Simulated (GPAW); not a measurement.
# SnO (P4/nmm) in GPAW: reference runs

Aim: a first look at SnO with PBEsol, on the cell as given and on a disturbed one.

Everything below comes from runs of GPAW 26.7.0. Logs are shortened: lines on timing, memory, paths and dates and some standing lists are left out, and cuts for length are marked. The log counts tension as positive stress, the text compression.

### 1 The structure

Symmetry: P4/nmm, No. 129, tetragonal system. The conventional cell has a = 3.814 Å, b = 3.814 Å, c = 4.887 Å, α = 90.00°, β = 90.00°, γ = 90.00°. Sn (site symmetry 4mm) is surrounded by 4 O at 2.23 Å. O (site symmetry -4m2) is surrounded by 4 Sn at 2.23 Å.

The cell is a database's computed one.

### 2 Single point, PBEsol (atoms moved at random, drawn with an rms of 0.05 Å)

Contents of run.py:

```python
from ase import Atoms
from ase.dft.bandgap import bandgap
from ase.io import write
from ase.units import GPa
from ase.parallel import parprint
from gpaw import GPAW, PW, setup_paths

setup_paths.insert(0, '.')

atoms = Atoms(['Sn', 'Sn', 'O', 'O'],
              cell=[[3.81369522, 0.0, 0.0],
                    [0.0, 3.81369522, 0.0],
                    [0.0, 0.0, 4.8869133]],
              scaled_positions=[[0.509185, -0.004328, 0.769766],
                                [0.003193, 0.500751, 0.224902],
                                [0.006846, 0.003447, -0.001905],
                                [0.493564, 0.495629, -0.001614]],
              pbc=True)

calc = GPAW(mode=PW(800),
            xc='PBEsol',
            kpts={'size': (7, 7, 6), 'gamma': True},
            occupations={'name': 'fermi-dirac', 'width': 0.05},
            nbands=33,
            convergence={'density': 1e-05, 'energy': 1e-05},
            maxiter=150,
            txt='gpaw.txt')
atoms.calc = calc
energy = atoms.get_potential_energy()
forces = atoms.get_forces()
stress = atoms.get_stress()
calc.write('gs.gpw')
write('result.traj', atoms)
parprint(f'Energy: {energy:.6f} eV')
parprint('Forces (eV/A):')
parprint(forces.round(4))
parprint('Stress (GPa):', (stress / GPa).round(3))
parprint('Fermi level:', round(calc.get_fermi_level(), 4), 'eV')
parprint(f'Gap: {bandgap(calc)[0]:.4f} eV, direct: {bandgap(calc, direct=True)[0]:.4f} eV')
```

Potentials or basis: PAW data sets generated in the run's folder for this functional, pw.

On the command line:

```bash
gpaw-setup -f PBEsol O Sn
OMP_NUM_THREADS=1 mpirun -n 4 gpaw python run.py
```

gpaw.txt:

```text
__  _  _
 | _ |_)|_||  |
 |__||  | ||/\| - 26.7.0

Input parameters:
  mode=PW(ecut=800.0),
  convergence={'density': 1e-05, 'energy': 1e-05},
  kpts=MonkhorstPack(size=(7, 7, 6), gamma=True),
  maxiter=150,
  nbands=33,
  occupations=Occupations(name='fermi-dirac', width=0.05),
  xc=XC(name='PBEsol')

Diagonalizing LCAO Hamiltonian
Converting LCAO to pw mode
   .--------.
  /|  O Sn  |
 O |        |
 | |        |
 | |        |
 | |        |
 |Sn--------.
 |/        /
 *--------*

Atoms  # Å, Bohr magnetons
|   | symbol |        x |         y |         z |    initial magnetic moments |
|---|--------|----------|-----------|-----------|-----------------------------|
| 0 |     Sn | 1.941876 | -0.016506 |  3.761780 | ( 0.0000,  0.0000,  0.0000) |
| 1 |     Sn | 0.012177 |  1.909712 |  1.099077 | ( 0.0000,  0.0000,  0.0000) |
| 2 |      O | 0.026109 |  0.013146 | -0.009310 | ( 0.0000,  0.0000,  0.0000) |
| 3 |      O | 1.882303 |  1.890178 | -0.007887 | ( 0.0000,  0.0000,  0.0000) |

Unit cell  # Å
| periodic |        x |        y |        z |  lengths |    angles |
|----------|----------|----------|----------|----------|-----------|
|      yes | 3.813695 | 0.000000 | 0.000000 | 3.813695 | 90.000000 |
|      yes | 0.000000 | 3.813695 | 0.000000 | 3.813695 | 90.000000 |
|      yes | 0.000000 | 0.000000 | 4.886913 | 4.886913 | 90.000000 |

Number of symmetries: 1
Symmetry operations  # r_c * U_cc + t_c -> r_c
|   | kind |            matrix            |
|---|------|------------------------------|
| 0 |  E   |  1, 0, 0,  0, 1, 0,  0, 0, 1 |

BZ-sampling:
  Number of BZ points: 294
  Number of IBZ points: 148

  Monkhorst-Pack size: [7, 7, 6]
  Monkhorst-Pack shift: [0.0, 0.0, 0.08333333333333333]

K-points  # in reciprocal-cell coordinates
|     |                                coordinates |     weight |
|-----|--------------------------------------------|------------|
|   0 | (  0.00000000,   0.00000000,   0.00000000) | 0.00340136 |
|   1 | (  0.00000000,   0.00000000,   0.16666667) | 0.00680272 |
|   2 | (  0.00000000,   0.00000000,   0.33333333) | 0.00680272 |
|   3 | (  0.00000000,   0.00000000,   0.50000000) | 0.00340136 |
|   4 | (  0.00000000,   0.14285714,  -0.33333333) | 0.00680272 |
|   5 | (  0.00000000,   0.14285714,  -0.16666667) | 0.00680272 |
|   6 | (  0.00000000,   0.14285714,   0.00000000) | 0.00680272 |
|   7 | (  0.00000000,   0.14285714,   0.16666667) | 0.00680272 |
|   8 | (  0.00000000,   0.14285714,   0.33333333) | 0.00680272 |
|   9 | (  0.00000000,   0.14285714,   0.50000000) | 0.00680272 |
| ... |                                            |            |
| 147 | (  0.42857143,   0.42857143,   0.50000000) | 0.00680272 |

Plane wave coefficients: 3678
Cutoff: 800.0 eV

Spin-components: 1 (collinear spins)
Bands:           33
Projectors:      22
Spin-degeneracy: 2
Datatype:        complex128

Parallelization:
  kpt:    4
  domain: 1
  band:   1

Density:
  Valence electrons: 40.0
  Components: 1
  Grid points: [25 25 32]
  Charge: 0.0  # |e|

Potential:
  Grid points: [25 25 32]

species:
  Sn:
    name:    Tin
    Z:       50.0
    valence: 14
    core:    36
    charge:  0.0  # [|e|]
    compensation charges:
      type: gauss
      rc: 0.38  # [Å]
      lmax: 2
    cutoffs:
      filter: 2.23  # [Å]
      core: 2.35  # [Å]
    projectors
    | kind |    occ | energy [eV] | rcut [Å] |
    |------|--------|-------------|----------|
    |   5s |  2.000 |     -10.584 |    1.201 |
    |   5p |  2.000 |      -3.711 |    1.270 |
    |   4d | 10.000 |     -25.798 |    1.185 |
    |    s |        |      16.628 |    1.201 |
    |    p |        |      23.501 |    1.270 |
    |    d |        |       1.413 |    1.185 |

    Using partial waves for Sn as LCAO basis

  O:
    name:    Oxygen
    Z:       8.0
    valence: 6
    core:    2
    charge:  0.0  # [|e|]
    compensation charges:
      type: gauss
      rc: 0.21  # [Å]
      lmax: 2
    cutoffs:
      filter: 1.17  # [Å]
      core: 0.83  # [Å]
    projectors
    | kind |    occ | energy [eV] | rcut [Å] |
    |------|--------|-------------|----------|
    |   2s |  2.000 |     -23.808 |    0.688 |
    |   2p |  4.000 |      -8.972 |    0.598 |
    |    s |        |       3.404 |    0.688 |
    |    p |        |      18.239 |    0.598 |
    |    d |        |       0.000 |    0.619 |

    Using partial waves for O as LCAO basis

Reference energy: -339939.740564  # eV

eigensolver:
  PPCG
  Converge bands: occupied
  niter=2

density mixing:
  MSR1-Mixer
  Pratt-step length: 0.05
  Maximum mixing coefficient: 0.75
  Old densities: 10
  SVD Regularization: 0.005
  Good broyden scale: 1.0
  Trust region scale: 1.0
  Backstep threshold: 4.0
  History deletion threshold: 6.0
  Fourier metric: weight=20.0, sigma=0.015

occupation numbers:
  Fermi-Dirac:
    width: 0.0500  # eV

poisson solver:
  ecut: 6400.0  # eV

xc functional:
  name: PBEsol with 2 nearest neighbor stencil

convergence criteria:
- Maximum integral of absolute [dens]ity change: 1e-05 electrons / valence electron
- Maximum [total energy] change in last 3 cyles: 1e-05 eV / valence electron
- Maximum integral of absolute [eigenst]ate change: 4e-08 eV^2 / valence electron
maximum number of iterations: 150

SCF iterations
|iter     | |      energy | eigst |  dens |
|---------|-|-------------|-------|-------|
|iter:   1| |  -28.104593 | +0.13 |       |
|iter:   2| |  -27.162585 | -1.54 | -1.03 |
|iter:   3| |  -25.110599 | -1.05 | -1.09 |
|iter:   4| |  -25.078390 | -2.90 | -1.57 |
|iter:   5| |  -25.071916 | -3.18 | -1.82 |
|iter:   6| |  -25.072169 | -4.34 | -2.58 |
|iter:   7| |  -25.072209c| -5.80 | -3.27 |
|iter:   8| |  -25.072213c| -6.55 | -3.80 |
|iter:   9| |  -25.072213c| -7.37 | -4.68 |
|iter:  10| |  -25.072213c| -7.86c| -4.81 |
|iter:  11| |  -25.072213c| -8.41c| -5.27c|

Converged in 11 steps
Energy contributions relative to reference atoms: (reference = -339939.740564)

Energy contributions:
  Kinetic:          36.352999
  Coulomb:         -34.984375
  Zero:              0.175785
  External:          0.000000
  Xc:              -26.616584
  Entropy:          -0.000074
  Spinorbit:         0.000000
  ----------------------------
  Free energy:     -25.072250
  Extrapolated:    -25.072213

dipole moment: (-22.789247, 2.212874, 26.846397)  # |e|*Ang

Fermi level: 6.782
Eigenvalues  # (at kpt = [0.000, 0.000, 0.000])
| band index |      eig [eV] | occ [0-2] |
|------------|---------------|-----------|
|          0 |       -15.471 |     2.000 |
|        ... |               |           |
|         12 |        -1.256 |     2.000 |
|         13 |        -0.061 |     2.000 |
|         14 |        -0.030 |     2.000 |
|         15 |         0.151 |     2.000 |
|         16 |         2.916 |     2.000 |
|         17 |         3.082 |     2.000 |
[... 8 lines left out ...]
|         26 |        13.477 |     0.000 |
|         27 |        13.828 |     0.000 |
|        ... |               |           |
|         32 |        21.926 |     0.000 |

Gap: 0.582 eV
Transition (v -> c):
  (s=0, k=42, n=19, [0.14, 0.00, 0.00]) -> (s=0, k=144, n=20, [0.43, 0.43, 0.00])
Direct/indirect transitions are different
Direct gap: 1.844 eV
Transition at: (s=0, k=1, n=19, [0.00, 0.00, 0.17])

Forces  # eV/Ang
|        x |        y |        z |
|----------|----------|----------|
| -0.11063 |  0.05071 | -0.70374 |  # Sn   0
| -0.07660 | -0.00895 |  0.78718 |  # Sn   1
| -0.19161 | -0.18130 | -0.02722 |  # O    2
|  0.37907 |  0.13973 | -0.05629 |  # O    3

Stress tensor  # eV/Ang^3
|         x |         y |         z |
|-----------|-----------|-----------|
| -0.005641 | -0.000223 |  0.000717 |
| -0.000223 | -0.004950 |  0.000128 |
|  0.000717 |  0.000128 | -0.012606 |

# Writing to gs.gpw (mode='')
```

Run time: 41 s. Hardware: 4 MPI ranks of Intel Xeon 6975P-C (Granite Rapids), shared host; peak memory 0.28 GiB.

Results:

- Free energy: -25.0722 eV
- Pressure: 1.2 GPa
- Largest force: 0.791 eV/Å
- Band gap on the k mesh: 0.58 eV, indirect (least direct gap 1.84 eV)

Forces in eV/Å, atoms in the order of the input:
```
Sn  -0.111  0.051 -0.704
Sn  -0.077 -0.009  0.787
O   -0.192 -0.181 -0.027
O    0.379  0.140 -0.056
```

Stress tensor (GPa, compression positive):
```
 0.90  0.04 -0.11
 0.04  0.79 -0.02
-0.11 -0.02  2.02
```

Levels at points of the mesh, in eV from the valence-band top:
```csv
k point,band 18,band 19,band 20,band 21,band 22,band 23
"(0.00, 0.00, 0.00)",-3.39,-3.38,-0.03,1.90,3.96,4.99
"(0.00, 0.00, 0.50)",-3.39,-3.16,-2.07,1.40,3.20,3.21
```

Caveat: spin-orbit coupling is left out, which moves the levels of the heavy elements; an odd mesh through Γ misses points on the zone boundary, where band edges often lie.

### 3 Single point, PBEsol

Contents of run.py:

```python
from ase import Atoms
from ase.dft.bandgap import bandgap
from ase.io import write
from ase.units import Bohr, GPa
from gpaw import GPAW, PW, setup_paths
from gpaw.elf import elf_from_dft_calculation

setup_paths.insert(0, '.')

atoms = Atoms(['Sn', 'Sn', 'O', 'O'],
              cell=[[3.81369522, 0.0, 0.0],
                    [0.0, 3.81369522, 0.0],
                    [0.0, 0.0, 4.8869133]],
              scaled_positions=[[0.5, 0.0, 0.76462614],
                                [0.0, 0.5, 0.23537386],
                                [0.0, 0.0, 0.0],
                                [0.5, 0.5, 0.0]],
              pbc=True)

calc = GPAW(mode=PW(800),
            xc='PBEsol',
            kpts={'size': (7, 7, 6), 'gamma': True},
            occupations={'name': 'fermi-dirac', 'width': 0.05},
            nbands=33,
            convergence={'density': 1e-05, 'energy': 1e-05},
            maxiter=150,
            txt='gpaw.txt')
atoms.calc = calc
energy = atoms.get_potential_energy()
forces = atoms.get_forces()
stress = atoms.get_stress()
calc.write('gs.gpw')
write('result.traj', atoms)
print(f'Energy: {energy:.6f} eV')
print('Forces (eV/A):')
print(forces.round(4))
print('Stress (GPa):', (stress / GPa).round(3))
print('Fermi level:', round(calc.get_fermi_level(), 4), 'eV')
print(f'Gap: {bandgap(calc)[0]:.4f} eV, direct: {bandgap(calc, direct=True)[0]:.4f} eV')

# fields on the real-space grid
write('density.cube', atoms, data=calc.get_pseudo_density() * Bohr**3)
write('potential.cube', atoms, data=calc.get_electrostatic_potential())
write('elf.cube', atoms, data=elf_from_dft_calculation(calc).data)
```

Potentials or basis: PAW data sets generated in the run's folder for this functional, pw.

On the command line:

```bash
gpaw-setup -f PBEsol O Sn
OMP_NUM_THREADS=1 python run.py
```

Wall time 74 s (1 thread of Intel Xeon Platinum 8259CL at 2.50GHz (Skylake/Cascade Lake), shared host); peak memory 0.27 GiB.

The run converged. Its results:

- Free energy: -25.1137 eV
- Pressure: -1.2 GPa
- Largest force: 0.022 eV/Å
- Band gap on the k mesh: 0.36 eV, indirect (least direct gap 1.95 eV)

Forces in eV/Å, atoms in the order of the input:
```
Sn   0.000  0.000 -0.022
Sn   0.000  0.000  0.022
O    0.000  0.000  0.000
O    0.000  0.000  0.000
```

Stress tensor (GPa, compression positive):
```
-1.31  0.00  0.00
 0.00 -1.31  0.00
 0.00  0.00 -1.11
```

Levels at points of the mesh, in eV from the valence-band top:
```tsv
k point	band 16	band 17	band 18	band 19	band 20	band 21	band 22	band 23	band 24	band 25
(0.00, 0.00, 0.00)	-6.29	-3.46	-3.18	-3.18	0.00	1.99	4.16	4.74	4.74	5.60
(0.00, 0.00, 0.50)	-3.53	-3.19	-3.19	-3.18	-2.18	1.57	3.00	3.00	3.66	7.74
```

Caveat: spin-orbit coupling is left out, which moves the levels of the heavy elements; an odd mesh through Γ misses points on the zone boundary, where band edges often lie.
